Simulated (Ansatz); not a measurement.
Runs of Ansatz 0.2.0 on W2C. The structure is trigonal, space group P-3m1 (No. 164). Conventional cell: a = 3.070 Å, b = 3.070 Å, c = 4.678 Å, α = 90.00°, β = 90.00°, γ = 120.00°. W (site symmetry 3m) has 3 C at 2.13 Å as nearest neighbours. Around C (site symmetry -3m) lie 6 W at 2.13 Å. The cell comes from a database or a generator and needn't be the stable form of this composition.

```csv
task,level,potentials or basis,cell,k mesh,cutoff (eV),smearing,driver,md,temperature,timestep,steps,other keys,mesh quality,gap on the mesh (eV),pressure (GPa),largest force (eV/Å)
single point,PBE,Ansatz PAW,"atoms moved at random, drawn with an rms of 0.05 Å",10 × 10 × 6,420,fermi-dirac 0.05 eV,-,-,-,-,-,-,not flagged,none,-1.0,0.44
projected density of states,CAM-B3LYP,Ansatz PAW,as given,6 × 6 × 3,420,gaussian 0.1 eV,chain,-,-,-,-,scf.occupations.method = gaussian; scf.occupations.width = 0.1; …,coarse,none,-7.5,(b)
density of states,PBE0+D3(BJ),Ansatz PAW accurate,as given,5 × 5 × 3,880,fermi-dirac 0.01 eV,chain,-,-,-,-,scf.occupations.method = fermi_dirac; scf.occupations.width = 0.01; …,coarse,none,(a),0.74
single point,PBE,Ansatz PAW,as given,10 × 10 × 6,420,fermi-dirac 0.05 eV,-,-,-,-,-,-,not flagged,none,-1.8,-
```

Alike in all rows: no spin polarisation.

Problem. Fill in the values left out.

Solution. (a) -17.5; (b) 0.19.

Caveats: some runs use coarse meshes; the potentials were made for another functional, which shifts forces and pressure (some runs); the thresholds are loose for stress (some runs); so large a pressure means that the cell lies far from this level's equilibrium, or that cutoff or potentials fall short (some runs); pairwise dispersion overbinds metals, which lowers pressure and volume (some runs).

A k mesh can miss the band edges, and the runs leave out spin-orbit coupling on W.

A gap of «none» marks a metal or a gap under the smearing width.

The runs don't all hold the same shells in valence.
